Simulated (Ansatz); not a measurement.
Runs of Ansatz 0.2.0 on TiAl. Symmetry: P-6m2, No. 187, hexagonal system. Conventional cell: a = 2.867 Å, b = 2.867 Å, c = 4.678 Å, α = 90.00°, β = 90.00°, γ = 120.00°. Ti (site symmetry -6m2) is surrounded by 6 Al at 2.87 Å and 6 Ti at 2.87 Å. Around Al (site symmetry -6m2) lie 6 Ti at 2.87 Å and 6 Al at 2.87 Å. The cell comes from a database or a generator and needn't be the stable form of this composition.

```tsv
task	level	cell	cutoff (eV)	gap on the mesh (eV)	pressure (GPa)	V0 of scaled cells (Å³/atom)	relaxed volume (Å³/atom)	B0 (GPa)
equation of state	r2SCAN	as given	500	-	-	(a)	-	114
relaxation of cell and atoms	BLYP	relaxed	420	none	0.0	-	(b)	-
relaxation of cell and atoms	PBEsol	relaxed	420	none	0.0	-	16.23	-
relaxation of cell and atoms	r2SCAN	relaxed	500	none	0.0	-	16.53	-
equation of state	PBEsol	as given	420	-	-	16.21	-	112
```

Alike in all rows: potentials or basis Ansatz PAW; no spin polarisation; k mesh 11 × 11 × 6; smearing fermi-dirac 0.05 eV.

Question: Fill in the values left out.

Answer: (a) 16.50; (b) 17.21.

Caveats: the PAW data sets come from PBE, with cores solved anew for the run's functional, which leaves a small shift of forces and pressure; the plane-wave basis is chosen anew once the cell has moved, so the energies of steps on either side of that aren't comparable (some runs); the cell was scaled at fixed shape and fractional positions, which overstates the stiffness of a crystal with free parameters, most of all of layers and chains (some runs); the potentials were made for another functional, which shifts forces and pressure (some runs).

A k mesh can miss the band edges.

A gap of «none» marks a metal or a gap under the smearing width.

Not every run made on this cell is shown here.
